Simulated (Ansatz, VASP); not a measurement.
One calculation of MoP, two programs

Contents of INCAR:

```
PREC     = Accurate       # precision mode
ENCUT    = 520            # plane-wave cutoff, eV
EDIFF    = 1E-7           # SCF threshold, eV
ISMEAR   = -1             # smearing method
SIGMA    = 0.05           # smearing width, eV
LREAL    = F              # projectors in reciprocal space
LASPH    = T              # aspherical terms in the spheres
NELM     = 80             # most SCF steps
ALGO     = Normal         # electronic algorithm
ISIF     = 2              # what is computed and relaxed
LWAVE    = F              # write WAVECAR
LCHARG   = F              # write CHGCAR
GGA      = PE             # functional
NBANDS   = 16             # bands
```

File KPOINTS:

```
Automatic mesh
0
Gamma
  10 10 8
```

The input POSCAR:

```
MoP
1.0
    3.2654127585      0.0000000000      0.0000000000
   -1.6327063793      2.8279304027      0.0000000000
    0.0000000000      0.0000000000      3.2329916576
Mo P
1 1
Direct
    0.0000000000      0.0000000000      0.0000000000
    0.3333333333      0.6666666667      0.5000000000
```

The input input.yaml:

```yaml
crystal:
  lattice:
    - [3.2654127585, 0.0, 0.0]
    - [-1.6327063793, 2.8279304027, 0.0]
    - [0.0, 0.0, 3.2329916576]
  atoms:
    - { symbol: Mo, position: [0.0, 0.0, 0.0] }
    - { symbol: P, position: [0.3333333333, 0.6666666667, 0.5] }
hamiltonian:
  xc: pbe
  pseudopotentials: { kind: paw }
kpoints:
  mp_grid: { grid: [10, 10, 8] }
scf:
  occupations: { method: fermi_dirac, width: 0.05 }
output:
  forces: true
  stress: true
  eigenvalues: true
```

Change from the starting cell: volume scaled by 1.04.

Alike in both runs: task single point; functional PBE; k mesh 10 × 10 × 8; occupations fermi-dirac, width 0.05 eV; no spin polarisation.

|  | VASP | Ansatz |
| --- | --- | --- |
| version | VASP 6.6.1 | Ansatz 0.2.0 |
| potentials or method | VASP PAW PBE potentials, release 64 (Mo_sv, P) | Ansatz PAW |
| plane-wave cutoff (eV) | 520 | 420 |
| valence electrons in the cell | 19 | 19 |

Ansatz gave:

```
gap on the k mesh at the Fermi level (eV)       : none
pressure (GPa)                                  : -5.9
largest component of the traceless stress (GPa) : 1.84
```

**Question.** What did VASP give for the same quantities?

**Answer.** gap on the k mesh at the Fermi level (eV): none; pressure (GPa): -5.8; largest component of the traceless stress (GPa): 1.84.

A gap of «none» marks a metal or a gap that the smearing closes. The functional is the same, so the differences come from potentials, cutoffs and numerics.
